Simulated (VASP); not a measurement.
Input of a VASP 6.6.1 run:

Contents of INCAR:

```
PREC = Accurate
ENCUT = 520
EDIFF = 1E-7
ISMEAR = -1
SIGMA = 0.02
LREAL = F
LASPH = T
NELM = 60
ALGO = Fast
ISIF = 2
LWAVE = F
LCHARG = F
GGA = PE
NBANDS = 11
```

File KPOINTS:

```
regular mesh
0
Gamma
  10 10 10
```

POSCAR

```
MgO
1.0
   -0.0885418197      2.1934638427      2.1934638427
    2.1934638427     -0.0885418197      2.1934638427
    2.1934638427      2.1934638427     -0.0885418197
Mg O
1 1
Direct
   -0.0044690628     -0.0044690628     -0.0044690628
    0.2544690628      0.2544690628      0.2544690628
```

Potentials or basis: VASP PAW PBE potentials, release 64 (Mg, O).

The run is started by

```sh
$ cat potpaw_PBE.64/Mg/POTCAR potpaw_PBE.64/O/POTCAR > POTCAR
$ mpirun -np 1 vasp_std > vasp.out
```

(1) Estimate the largest force.

(2) Estimate the band gap on the k mesh.

(3) Estimate the pressure.

## Answers

(1) 0.032 eV/Å.

(2) 3.72 eV, direct.

(3) 12.0 GPa.
